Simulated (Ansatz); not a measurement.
Runs of Ansatz 0.2.0 on Rh. It takes space group Fm-3m (No. 225, cubic). Conventional cell: a = 3.796 Å, b = 3.796 Å, c = 3.796 Å, α = 90.00°, β = 90.00°, γ = 90.00°. Rh (site symmetry m-3m) is surrounded by 12 Rh at 2.68 Å. 

```csv
task,level,cell,k mesh,cutoff (eV),mesh quality,gap on the mesh (eV),pressure (GPa),relaxed volume (Å³/atom)
projected density of states,BLYP,as given,7 × 7 × 7,420,coarse,none,(a),-
projected density of states,LDA,as given,7 × 7 × 7,420,coarse,none,-11.1,-
projected density of states,PBE0,as given,7 × 7 × 7,420,coarse,none,-5.0,-
relaxation of cell and atoms,r2SCAN,relaxed,12 × 12 × 12,500,not flagged,none,0.0,13.71
projected density of states,PBEsol,as given,7 × 7 × 7,420,coarse,none,-5.0,-
relaxation of cell and atoms,r2SCAN+rVV10,relaxed,12 × 12 × 12,500,not flagged,none,0.0,13.58
projected density of states,r2SCAN,as given,7 × 7 × 7,500,coarse,none,0.0,-
projected density of states,HSE06,as given,7 × 7 × 7,420,coarse,none,-5.1,-
relaxation of cell and atoms,r2SCAN+D3(BJ),relaxed,12 × 12 × 12,500,not flagged,none,0.0,(b)
projected density of states,RPBE,as given,7 × 7 × 7,420,coarse,none,10.9,-
projected density of states,revPBE,as given,7 × 7 × 7,420,coarse,none,9.6,-
relaxation of cell and atoms,r2SCAN+D4,relaxed,12 × 12 × 12,500,not flagged,none,0.0,13.59
```

Alike in all rows: potentials or basis Ansatz PAW; no spin polarisation; smearing fermi-dirac 0.05 eV.

**Question.** Estimate the missing entries.

**Answer.** (a) 20.6; (b) 13.54.

Caveats: some runs use coarse meshes; the PAW data sets come from PBE, with cores solved anew for the run's functional, which leaves a small shift of forces and pressure; the density of states is complete only up to the lowest level of the last band computed (some runs); the plane-wave basis is chosen anew once the cell has moved, so the energies of steps on either side of that aren't comparable (some runs); pairwise dispersion overbinds metals, which lowers pressure and volume (some runs); the thresholds are loose for stress (some runs); the dispersion damping was fitted for another functional or another form of the correction (some runs).

A k mesh can miss the band edges, and the runs leave out spin-orbit coupling on Rh.

A gap of «none» marks a metal or a gap under the smearing width.

Runs at the PBE level aren't shown here.
